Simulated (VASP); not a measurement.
Here is a VASP 6.6.1 calculation.

File POSCAR:

```
SrCl2
1.0
    0.0000000000      3.4883500000      3.4883500000
    3.4883500000      0.0000000000      3.4883500000
    3.4883500000      3.4883500000      0.0000000000
Sr Cl
1 2
Direct
    0.0000000000      0.0000000000      0.0000000000
    0.7500000000      0.7500000000      0.7500000000
    0.2500000000      0.2500000000      0.2500000000
```

The input INCAR.step1:

```
  PREC = Accurate
  ENCUT = 600
  EDIFF = 1E-5
  ISMEAR = 0
  SIGMA = 0.02
  LREAL = F
  LASPH = T
  NELM = 60
  ALGO = Normal
  LWAVE = T
  LCHARG = F
  GGA = PE
  KPAR = 4
```

INCAR.step2

```
  PREC = Accurate
  ENCUT = 600
  EDIFF = 1E-6
  ISMEAR = 0
  SIGMA = 0.02
  LREAL = F
  LASPH = T
  NELM = 60
  ALGO = Normal
  ISIF = 3
  LWAVE = F
  LCHARG = F
  GGA = PE
  LHFCALC = T
  HFSCREEN = 0.2
  PRECFOCK = Fast
  IBRION = 2
  NSW = 60
  EDIFFG = -0.02
  ISTART = 1
  KPAR = 4
```

KPOINTS

```
Automatic mesh
0
Gamma
  4 4 4
```

Potentials or basis: VASP PAW PBE potentials, release 64 (Sr_sv, Cl).

Run with:

```console
$ cat potpaw_PBE.64/Sr_sv/POTCAR potpaw_PBE.64/Cl/POTCAR > POTCAR
$ cp INCAR.step1 INCAR
$ mpirun -np 4 vasp_std > vasp.out
$ cp INCAR.step2 INCAR
$ mpirun -np 4 vasp_std > vasp.out
```

(1) Predict the band gap on the k mesh.

(2) Predict the space group after relaxing (to 0.05 Å).

(3) Predict the relaxed cell.

(4) Predict the relaxed volume.

Answers

(1) 6.58 eV, indirect (least direct gap 6.84 eV).

(2) Fm-3m (No. 225).

(3) a = 4.958 Å, b = 4.958 Å, c = 4.958 Å, α = 60.00°, β = 60.00°, γ = 60.00°.

(4) 28.73 Å³/atom.

Caveat: the PAW data sets were made with another functional, which shifts forces and pressure a little.
